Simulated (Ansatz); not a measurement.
```xyz
4
Lattice="4.300 0.000 0.000 -2.150 3.724 0.000 0.000 0.000 7.020" Properties=species:S:1:pos:R:3 pbc="T T T" subject="CdSe (Cadmoselite): band gap by G0W0 on PBE" method="DFT, PBE, plane waves, PAW; PAW set soft_1 (and 1 further level or step)" program="Ansatz 0.2.0" settings_of_one_run="cutoff 420 eV, 6×6×4 k-mesh, smearing width 0.02 eV, PAW set soft 1" cost="2 runs, 20 min in all on 1 × NVIDIA H100 80GB HBM3 (shared by 6 runs) with 3 threads of AMD EPYC 7R13 (Zen 3), shared host (the runs of this entry)" notes="The database entry behind the starting cell differs from later determinations by our own check (inner coordinate of an old entry). The cell and positions come from the Crystallography Open Database and are kept as given unless a step says otherwise. Limits: no spin-orbit coupling. From 504 bands and 150 eV to 1926 bands and 380 eV the gap moves by 1.539 − 1.357 = +0.182 eV (rung by rung 1.357, 1.474, 1.539 eV); bands and screening cutoff rise together, so their parts are not told apart. An edge row is in doubt in the runs with 504, 1044 and 1926 bands, so no limit is drawn and it is not known. For the G0W0 step: the program marks 5 of the 56 corrected levels as in doubt (Σc rises), among them the valence top. Failed or unusable runs on PBE in this series, left out of the table: G0W0@PBE (12×12×6 mesh, hard PAW files, 580 eV, 468 empty bands) reached its time limit after 7.1 min." pbe_gap_over_mesh_and_path="0.701 eV, direct, at k = Γ" g0w0_pbe_gap_over_14_of_21_irreducible_mesh_points="1.539 eV, direct, at k = Γ" gw_settings="6×6×4 mesh, 1890 empty bands, screening to 380 eV, hard PAW files" known_limits="finite bands, screening cutoff and k mesh; no spin-orbit coupling in G0W0; d shells not analysed"
Cd    0.000    2.483    0.000
Cd    2.150    1.241    3.510
Se    0.000    2.483    2.703
Se    2.150    1.241    6.213
```

[Paths, hosts, dates, memory and timing lines, banners, echoed tables and standing remarks are left out of the program output.]

[Logs are printed without paths, hosts, clocks, repeated set-up lines and the standing remarks that a program may print on its own settings, such as how far it seeks lower states.]

[Runs of the session that timed out or met a known fault of the program may be left out.]

[Cells called generated may have been cut or substituted from an entry of the Crystallography Open Database or the Materials Project.]

[Hosts, paths, dates, database ids (printed as entryN), source tags and the programs' standing remarks are cut or masked in the printed files.]
